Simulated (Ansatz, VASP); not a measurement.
**Two plane-wave programs on Pd**

```
Pd
1.0
     0.00000    2.90362    2.90362
     2.90362    0.00000    2.90362
     2.90362    2.90362    0.00000
Pd
2
Direct
  0.00000 0.00000 0.00000
  0.25000 0.25000 0.25000
```

Alike in both runs: functional PBE; k mesh 11 × 11 × 11; occupations fermi-dirac, width 0.03 eV; no spin polarisation.

Ansatz relaxed the structure, and its values are those at the end. VASP's run is a single point on that final structure, the one shown.

|  | VASP | Ansatz |
| --- | --- | --- |
| version | VASP 6.6.1 | Ansatz 0.2.0 |
| potentials or method | VASP PAW PBE potentials, release 64 (Pd) | PAW with Ansatz's earlier generated frozen-core files (soft_1), scalar-relativistic |
| plane-wave cutoff (eV) | 520 | 420 |
| valence electrons in the cell | 20 | 36 |

Ansatz gave:

| Property | Result |
| --- | --- |
| pressure (GPa) | 0.0 |

**Question.** Which values does VASP return?

**Answer.** Pressure (GPa): -0.3.

The two sets of potentials don't hold the same shells in valence.
